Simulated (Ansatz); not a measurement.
# An O vacancy in rocksalt BaO, 63 atoms, charge +2

Aim: the barrier for an atom's jump, from a relaxed start and a climbing-image band; single points by other levels frame it (PBEsol and HSE06).

All numbers are computed with Ansatz 0.2.0 (PAW, plane waves).

### Step 1. Starting point

63 atoms (31 O, 32 Ba); a = 10.981 Å, b = 10.981 Å, c = 10.981 Å, α = 90.00°, β = 90.00°, γ = 90.00°. All atoms were shaken off their sites by about 0.02 Å along each axis. Defect site 1: (0.250, 0.500, 0.500).

The runs, in order: (2) PBEsol relaxation at the single k point (¼, ¼, ¼), on 1 × NVIDIA GB200 with 8 threads of Arm Neoverse-V2; (3) HSE06 single point at the single k point (¼, ¼, ¼), on 1 × NVIDIA GB200 with 8 threads of Arm Neoverse-V2; (4) PBEsol band at the single k point (¼, ¼, ¼), on 1 × NVIDIA GB200 with 8 threads of Arm Neoverse-V2; (5) HSE06 single point at the single k point (¼, ¼, ¼), on 1 × NVIDIA GB200 with 8 threads of Arm Neoverse-V2.

### Step 2. Relaxing the atoms with PBEsol

The input, in.yaml:

```yaml
crystal:
  lattice:
    - [10.980756, 0.000000, 0.000000]
    - [0.000000, 10.980756, 0.000000]
    - [0.000000, 0.000000, 10.980756]
  atoms:
    - { symbol: O, position: [0.248940, 0.999109, 0.002835] }
    - { symbol: O, position: [0.249718, 0.997402, 0.502211] }
    - { symbol: O, position: [0.247104, 0.499664, 0.000392] }
    - { symbol: O, position: [0.751542, 0.001061, 0.002186] }
    - { symbol: O, position: [0.753046, 0.004242, 0.497457] }
    - { symbol: O, position: [0.747909, 0.499480, 0.999561] }
    - { symbol: O, position: [0.745846, 0.497753, 0.500039] }
    - { symbol: O, position: [0.998210, 0.252211, 0.999325] }
    - { symbol: O, position: [0.001307, 0.248563, 0.500887] }
    - { symbol: O, position: [0.999399, 0.748830, 0.996888] }
    - { symbol: O, position: [0.995533, 0.749312, 0.500048] }
    - { symbol: O, position: [0.502114, 0.250080, 0.999800] }
    - { symbol: O, position: [0.499625, 0.248329, 0.498962] }
    - { symbol: O, position: [0.500607, 0.751546, 0.000675] }
    - { symbol: O, position: [0.503635, 0.751633, 0.499392] }
    - { symbol: O, position: [0.003407, 0.003444, 0.247227] }
    - { symbol: O, position: [0.999751, 0.000435, 0.750024] }
    - { symbol: O, position: [0.002210, 0.502704, 0.252863] }
    - { symbol: O, position: [0.001541, 0.499097, 0.747789] }
    - { symbol: O, position: [0.502663, 0.999617, 0.251104] }
    - { symbol: O, position: [0.499498, 0.001928, 0.750740] }
    - { symbol: O, position: [0.501018, 0.496992, 0.248995] }
    - { symbol: O, position: [0.499007, 0.502787, 0.749098] }
    - { symbol: O, position: [0.249766, 0.248517, 0.252426] }
    - { symbol: O, position: [0.247619, 0.250498, 0.749958] }
    - { symbol: O, position: [0.251139, 0.752253, 0.249460] }
    - { symbol: O, position: [0.248172, 0.753123, 0.749990] }
    - { symbol: O, position: [0.746884, 0.252172, 0.248074] }
    - { symbol: O, position: [0.748638, 0.253103, 0.748993] }
    - { symbol: O, position: [0.751929, 0.748534, 0.250157] }
    - { symbol: O, position: [0.747394, 0.750702, 0.748836] }
    - { symbol: Ba, position: [0.000618, 0.999366, 0.998830] }
    - { symbol: Ba, position: [0.997261, 0.998337, 0.499182] }
    - { symbol: Ba, position: [0.998143, 0.500708, 0.999679] }
    - { symbol: Ba, position: [0.999001, 0.503900, 0.499897] }
    - { symbol: Ba, position: [0.496015, 0.000609, 0.998183] }
    - { symbol: Ba, position: [0.500024, 0.998443, 0.500880] }
    - { symbol: Ba, position: [0.498744, 0.499765, 0.001978] }
    - { symbol: Ba, position: [0.500848, 0.502160, 0.501741] }
    - { symbol: Ba, position: [0.250892, 0.247147, 0.999973] }
    - { symbol: Ba, position: [0.248647, 0.251255, 0.501526] }
    - { symbol: Ba, position: [0.250342, 0.748128, 0.999230] }
    - { symbol: Ba, position: [0.251197, 0.750129, 0.501152] }
    - { symbol: Ba, position: [0.748054, 0.251029, 0.998279] }
    - { symbol: Ba, position: [0.749943, 0.250570, 0.498101] }
    - { symbol: Ba, position: [0.751843, 0.750808, 0.001968] }
    - { symbol: Ba, position: [0.750082, 0.753751, 0.498319] }
    - { symbol: Ba, position: [0.253256, 0.998913, 0.250083] }
    - { symbol: Ba, position: [0.251700, 0.001466, 0.751942] }
    - { symbol: Ba, position: [0.248222, 0.501512, 0.249394] }
    - { symbol: Ba, position: [0.247975, 0.500910, 0.751698] }
    - { symbol: Ba, position: [0.749714, 0.999765, 0.247993] }
    - { symbol: Ba, position: [0.752766, 0.001123, 0.748120] }
    - { symbol: Ba, position: [0.752279, 0.498547, 0.249175] }
    - { symbol: Ba, position: [0.749593, 0.500879, 0.750949] }
    - { symbol: Ba, position: [0.996776, 0.250142, 0.251803] }
    - { symbol: Ba, position: [0.000115, 0.250736, 0.748401] }
    - { symbol: Ba, position: [0.999941, 0.751521, 0.247189] }
    - { symbol: Ba, position: [0.999445, 0.753071, 0.750401] }
    - { symbol: Ba, position: [0.497979, 0.248654, 0.251607] }
    - { symbol: Ba, position: [0.500825, 0.250358, 0.749695] }
    - { symbol: Ba, position: [0.499721, 0.749473, 0.250592] }
    - { symbol: Ba, position: [0.498331, 0.749183, 0.752996] }
  symmetry: { detect: false }
kpoints:
  mp_grid: { grid: [1, 1, 1], shift: [0.25, 0.25, 0.25] }
hamiltonian:
  xc: pbesol
total_charge: 2
scf:
  occupations: { method: fermi_dirac, width: 0.01 }
relax:
  f_tol: 0.03
  max_steps: 80
  escape_saddle: false
  adjacent_minimum: "off"
output:
  forces: true
  eigenvalues: true
  populations: true
  charged_corrections: { epsilon: 34 }
```

Command:

```console
$ ansatz run in.yaml --threads 8 --pin off --max-ram 118750MiB --runs-dir r --events-out ev --progress --plain --backend cuda --devices 0, --max-vram 170GiB
```

The runs that follow: HSE06 on the final geometry; Elastic band between the two sites; HSE06 on the same atoms.

**Question.** What will these runs give? Wanted: for each run, top filled to lowest empty.

The runs gave:

| level | time | top filled to lowest empty (eV) |
| --- | --- | --- |
| PBEsol, relaxation | 3.8 s (GPU) | 2.06 |
| HSE06 | 22 s (GPU) | 3.18 |
| HSE06, at the band's top | 22 s (GPU) | 3.93 |

```
                   quantity                             value
                 relaxation  4 recorded steps, 1.47 eV gained
              largest shift                     0.22 Å (Ba41)
barrier forwards, backwards                     0.71, 0.70 eV
                       jump                       O by 3.74 Å
            band iterations                                20
    top less start by HSE06                           0.87 eV
```

**What this shows.** Relaxation gains 1.47 eV, with shifts up to 0.22 Å (Ba41). The PBEsol barrier is 0.71 eV forwards and 0.70 eV back, about 27 times kT at 300 K, without charge corrections. The cell's size and k points aren't converged for it. The program's check left the order of the top open. On the same two geometries HSE06 gives 0.87 eV. At the same k points, PBEsol gives a spacing 1.13 eV smaller than the 3.18 eV of HSE06. In a defect cell this spacing can involve defect levels, so it need not be the gap.
